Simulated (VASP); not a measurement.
Crystal: BN.

```
B N
1.0
     1.25112    0.72234    3.37293
    -1.25112    0.72234    3.37293
     0.00000   -1.44467    3.37293
B N
1 1
Direct
  0.99967 0.99967 0.99967
  0.33276 0.33276 0.33276
```

The cell is a database's computed one.

```yaml
Program: VASP 6.6.1
Task: relaxation of cell and atoms
Functional: LDA
Potentials_or_basis: VASP PAW LDA potentials, release 64 (B, N)
Cutoff: 600 eV
k_mesh: 12 × 12 × 12
Occupations: gaussian, width 0.02 eV
Spin: no spin polarisation
```

At the start: pressure -4.0 GPa; volume 9.14 Å³/atom.

Task: Where does the relaxation end?

Result: Over 18 steps the energy falls by 3.6 meV/atom and the volume is 8.58 Å³/atom (-6.1 %); space group R3m (No. 160, to 0.05 Å).

Step by step:
```csv
step,energy change (eV),largest force (eV/Å),pressure (GPa),volume (Å³)
1,0.0000,0.0024,-4.00,18.29
2,0.0090,0.0005,7.21,17.69
3,-0.0032,0.0017,-0.34,18.08
4,-0.0032,0.0017,-0.29,18.08
5,-0.0036,0.0014,-0.24,18.03
6,-0.0047,0.0108,-0.16,17.87
7,-0.0063,0.0300,-0.14,17.56
8,-0.0067,0.0721,0.18,16.93
9,-0.0071,0.0531,0.02,17.20
10,-0.0060,0.1737,-0.42,17.10
11,-0.0072,0.0006,-0.12,17.18
12,-0.0072,0.0023,-0.10,17.17
13,-0.0072,0.0102,0.58,17.13
14,-0.0072,0.0035,0.01,17.17
15,-0.0072,0.0034,0.00,17.17
16,-0.0072,0.0033,0.00,17.17
17,-0.0072,0.0068,-0.02,17.16
18,-0.0072,0.0013,-0.01,17.17
```

Final structure:
```xyz
2
Lattice="1.2449 0.7187 3.1977 -1.2449 0.7187 3.1977 0.0000 -1.4375 3.1977" Properties=species:S:1:pos:R:3 pbc="T T T"
B     0.0000    0.0000    9.5909
N     0.0000    0.0000    3.1914
```
